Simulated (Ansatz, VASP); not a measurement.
**One calculation of P, two programs**

```xyz
2
Lattice="-1.6915 2.5152 1.8589 1.6915 -2.5152 1.8589 1.6915 2.5152 -1.8589" Properties=species:S:1:pos:R:3 pbc="T T T"
P     0.0000    3.7727    0.1982
P     1.6915   -1.2576    1.6607
```

This isn't the form of P at room conditions, which is orthorhombic.

Alike in both runs: task single point; functional PBE; dispersion D3(BJ); k mesh 8 × 8 × 8; occupations gaussian, width 0.1 eV; no spin polarisation.

|  | VASP | Ansatz |
| --- | --- | --- |
| version | VASP 6.6.1 | Ansatz 0.2.0 |
| potentials or method | VASP PAW PBE potentials, release 64 (P) | scalar-relativistic, plane waves, PAW |
| plane-wave cutoff (eV) | 520 | 420 |
| valence electrons in the cell | 10 | 10 |

VASP gave:

* gap on the k mesh at the Fermi level (eV): none
* pressure (GPa): -2.2
* largest component of the traceless stress (GPa): 0.41
* rms of the force components (eV/Å): 0.175

Problem. What did Ansatz give for the same quantities?

Solution. gap on the k mesh at the Fermi level (eV): none; pressure (GPa): -1.9; largest component of the traceless stress (GPa): 0.58; rms of the force components (eV/Å): 0.206.

Atom by atom the forces differ by 0.031 eV/Å (rms over components). A gap of «none» marks a metal or a gap that the smearing closes.

Caveats: pairwise dispersion overbinds metals, which lowers pressure and volume.
